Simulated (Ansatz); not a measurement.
# Abstraction of H: C4H10O + Ga(SH)2 → C4H9O + GaH(SH)2

Gas-phase species: C4H10O (diethyl ether) `CCOCC`, singlet; Ga(SH)2, doublet; C4H9O `[CH2]COCC`, doublet; GaH(SH)2, singlet. A radical takes H: the energy is the difference in strength between the C–H bond broken and the Ga–H bond made.

Shapes, held fixed at every level: PBE0-D4/def2-TZVP. Flexible molecules stand in one conformer, not always the lowest. Programs: Ansatz 0.2.0. Electronic energies: no zero-point or thermal term.

Problem. Estimate ΔE of this reaction.

Solution. The highest level, CCSD(T)/def2-TZVPP, gives ΔE = +113.3 kJ/mol; the levels span +94.3 to +122.7. The column of differences is taken from that level and isn't an error. No measured value is set beside it here. Open shells run unrestricted. Relativity is left out for Ga. Outer-core shells of Ga are correlated, in sets that cover them unevenly.

```json
{"level": "HF/def2-TZVPP", "kind": "Hartree–Fock", "ΔE (kJ/mol)": "+94.3", "less CCSD(T)/def2-TZVPP": "-19.0"}
{"level": "PBE-D4/def2-TZVPP", "kind": "GGA", "ΔE (kJ/mol)": "+122.7", "less CCSD(T)/def2-TZVPP": "+9.4"}
{"level": "B3LYP-D4/def2-TZVPP", "kind": "global hybrid", "ΔE (kJ/mol)": "+117.4", "less CCSD(T)/def2-TZVPP": "+4.1"}
{"level": "PBE0-D4/def2-TZVPP", "kind": "global hybrid", "ΔE (kJ/mol)": "+116.9", "less CCSD(T)/def2-TZVPP": "+3.6"}
{"level": "wB97X-V/def2-TZVPP", "kind": "range-separated hybrid", "ΔE (kJ/mol)": "+109.6", "less CCSD(T)/def2-TZVPP": "-3.7"}
{"level": "B2PLYP/def2-TZVPP", "kind": "double hybrid", "ΔE (kJ/mol)": "+119.0", "less CCSD(T)/def2-TZVPP": "+5.7"}
{"level": "CCSD/def2-TZVPP", "kind": "coupled cluster or CI", "ΔE (kJ/mol)": "+110.1", "less CCSD(T)/def2-TZVPP": "-3.2"}
{"level": "CCSD(T)/def2-TZVPP", "kind": "coupled cluster or CI", "ΔE (kJ/mol)": "+113.3", "less CCSD(T)/def2-TZVPP": "0.0"}
```
